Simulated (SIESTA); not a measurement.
The system is InAs.

```
In As
1.0
     0.00000    3.01800    3.01800
     3.01800    0.00000    3.01800
     3.01800    3.01800    0.00000
In As
1 1
Cartesian
  0.0000 0.0000 0.0000
  4.5270 4.5270 4.5270
```

Base run:

| Quantity | Value |
| --- | --- |
| Program | SIESTA 5.4.2 |
| Functional | BLYP |
| Potentials or basis | PseudoDojo 0.4 standard (PBE files) |
| Basis | DZP (energy shift 0.003 Ry; two zetas on semicore shells) |
| Grid cutoff | 500 Ry |
| Energy shift | 0.003 Ry |
| k mesh | 8 × 8 × 8 |
| Occupations | fermi-dirac, width 0.05 eV |
| Spin | no spin polarisation |

Its results: band gap on the k mesh none (metal or under the smearing width); pressure 7.3 GPa.

Q: The run is repeated on the same cell with these changes: functional from BLYP to vdW-DF-cx. What comes out?

A: Band gap on the k mesh none (metal or under the smearing width); pressure 2.5 GPa.

Caveats: the potentials were made for another functional, which shifts forces and pressure; spin-orbit coupling is left out, which moves the levels of the heavy elements; the basis of atomic orbitals isn't converged, which shifts pressures, moduli and gaps.
